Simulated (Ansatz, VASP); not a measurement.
**One calculation of Ag, two programs**

Contents of INCAR:

```
PREC     = Accurate       # precision mode
ENCUT    = 520            # plane-wave cutoff, eV
EDIFF    = 1E-6           # SCF threshold, eV
ISMEAR   = -1             # smearing method
SIGMA    = 0.05           # smearing width, eV
LREAL    = False          # projectors in reciprocal space
LASPH    = True           # aspherical terms in the spheres
NELM     = 60             # most SCF steps
ALGO     = Normal         # electronic algorithm
ISIF     = 2              # what is computed and relaxed
LWAVE    = False          # write WAVECAR
LCHARG   = False          # write CHGCAR
GGA      = PE             # functional
NBANDS   = 12             # bands
```

The input KPOINTS:

```
Automatic mesh
0
Gamma
  15 15 15
```

POSCAR

```
Ag
1.0
    0.0000000000      2.0699859780      2.0699859780
    2.0699859780      0.0000000000      2.0699859780
    2.0699859780      2.0699859780      0.0000000000
Ag
1
Direct
    0.0000000000      0.0000000000      0.0000000000
```

Input for Ansatz:

```yaml
crystal:
  lattice:
    - [0.0, 2.069985978, 2.069985978]
    - [2.069985978, 0.0, 2.069985978]
    - [2.069985978, 2.069985978, 0.0]
  atoms:
    - { symbol: Ag, position: [0.0, 0.0, 0.0] }
kpoints:
  mp_grid: { grid: [15, 15, 15] }
  band_path:
    path:
      - [0.0, 0.0, 0.0]
      - [0.5, 0.0, 0.5]
      - [0.625, 0.25, 0.625]
      - [0.375, 0.375, 0.75]
      - [0.0, 0.0, 0.0]
      - [0.5, 0.5, 0.5]
      - [0.5, 0.25, 0.75]
      - [0.5, 0.0, 0.5]
    npoints: 5
scf:
  occupations: { method: fermi_dirac, width: 0.05 }
hamiltonian:
  xc: pbe
  pseudopotentials: { kind: all_electron, lapw: { basis_error: 0.001 } }
output:
  forces: true
  stress: true
  eigenvalues: true
```

Change from the starting cell: volume scaled by 1.04.

Alike in both runs: task single point; functional PBE; k mesh 15 × 15 × 15; occupations fermi-dirac, width 0.05 eV; no spin polarisation.

|  | VASP | Ansatz |
| --- | --- | --- |
| version | VASP 6.6.1 | Ansatz 0.2.0 |
| potentials or method | VASP PAW PBE potentials, release 64 (Ag) | all-electron LAPW, scalar-relativistic |
| plane-wave cutoff (eV) | 520 | see its input |

```csv
,VASP,Ansatz,Ansatz less VASP
pressure (GPa),0.3,0.4,+0.10
```

Ansatz ran all-electron here, so the differences hold the error of VASP's frozen core and of both bases.
